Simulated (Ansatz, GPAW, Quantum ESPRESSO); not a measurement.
Pd: 3 runs at one level of theory

```
Pd
1.0
     0.00000    1.94650    1.94650
     1.94650    0.00000    1.94650
     1.94650    1.94650    0.00000
Pd
1
Direct
  0.00000 0.00000 0.00000
```

Alike in all runs: task band structure; functional RPBE; k mesh 12 × 12 × 12; occupations fermi-dirac, width 0.05 eV; no spin polarisation; no spin-orbit coupling. Pressure is positive in compression and, in plane waves, holds the error of the finite cutoff.

```csv
program and potentials,plane-wave cutoff (eV),notes,pressure (GPa)
"Quantum ESPRESSO, SG15 PBE 1.2",952,potentials made for PBE; 18 valence electrons an atom on average,11.94
"GPAW, the program's PAW data sets (release 1.2.1) made for this functional",600,16 valence electrons an atom on average,11.86
"Ansatz, all-electron LAPW, scalar-relativistic",-,-,11.59
```

The pressure spans 11.59 (Ansatz, all-electron LAPW, scalar-relativistic) to 11.94 GPa (Quantum ESPRESSO, SG15 PBE 1.2), with all-electron results at 11.59. The cell lies far from this level's equilibrium.

Differences between rows come from potentials, basis sets and numerical settings, since the functional is the same but for its coding. Runs on potential files found faulty are left out.
